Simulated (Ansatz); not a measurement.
## Where the states of Rb lie

```cif
data_structure
_symmetry_space_group_name_H-M 'Pnma'
_symmetry_Int_Tables_number 62
_cell_length_a 5.7400
_cell_length_b 4.6400
_cell_length_c 12.3800
_cell_angle_alpha 90.000
_cell_angle_beta 90.000
_cell_angle_gamma 90.000
_cell_volume 329.72
loop_
_atom_site_label
_atom_site_type_symbol
_atom_site_symmetry_multiplicity
_atom_site_Wyckoff_symbol
_atom_site_fract_x
_atom_site_fract_y
_atom_site_fract_z
_atom_site_occupancy
Rb1 Rb 4 c 0.04700 0.25000 0.89300 1
```

The runs use the primitive cell with vectors (5.740, 0.000, 0.000), (0.000, 4.640, 0.000), (0.000, 0.000, 12.380) Å, to which the k mesh refers.

Symmetry: Pnma, No. 62, orthorhombic system. Conventional cell: a = 5.740 Å, b = 4.640 Å, c = 12.380 Å, α = 90.00°, β = 90.00°, γ = 90.00°. Rb (site symmetry m) is surrounded by 2 Rb at 3.56 Å.

The cell is COD entry 1532890, as deposited and not checked against the literature; nothing was relaxed.

Level of theory: DFT, PBE, all-electron LAPW, scalar-relativistic in Ansatz 0.2.0.

Numerical set-up: a Γ-centred 6×7×3 k mesh, Fermi–Dirac smearing of 0.05 eV, basis error target 1 meV/atom, no spin polarisation.

States per eV and cell, averaged over 0.4 eV, from -2.2 to 1.2 eV, with energies (bin centres) from the Fermi level; empty bins are left out. 

```
E (eV)  total
  -2.1   0.14
  -1.7   0.92
  -1.3   1.55
  -0.9   2.29
  -0.5   2.62
  -0.1   3.32
   0.3   4.14
   0.7   5.88
   1.1   6.09
```
